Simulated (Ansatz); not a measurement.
Input and command of a plane-wave DFT calculation in Ansatz:

```yaml
crystal:
  lattice:
    - [3.61905, 0.0, 0.0]
    - [0.0, 3.61905, 0.0]
    - [0.0, 0.0, 3.147]
  atoms:
    - { symbol: Zn, position: [0.5, 0.5, 0.5] }
    - { symbol: Au, position: [0.0, 0.0, 0.0] }
basis:
  ecutwfc: 420
kpoints:
  mp_grid: { grid: [16, 16, 16] }
hamiltonian:
  xc: pbe
scf:
  occupations: { method: gaussian, width: 0.15 }
output:
  forces: true
  stress: true
  eigenvalues: true
```

```bash
ansatz run input.yaml --threads 1 --pin off --max-ram 2560MiB --backend cpu --events-out ev --progress --plain --runs-dir out
```

Processor: Arm Neoverse V1, 1 thread, on a host shared with other jobs.

Question: Estimate time, memory and problem size.

Answer: About 16 s on 1 thread of Arm Neoverse V1, on a shared host, peak memory 0.52 GiB. It solves 20 bands at 405 k points (the mesh reduced by symmetry) with about 771 plane waves, in 6 SCF iterations.
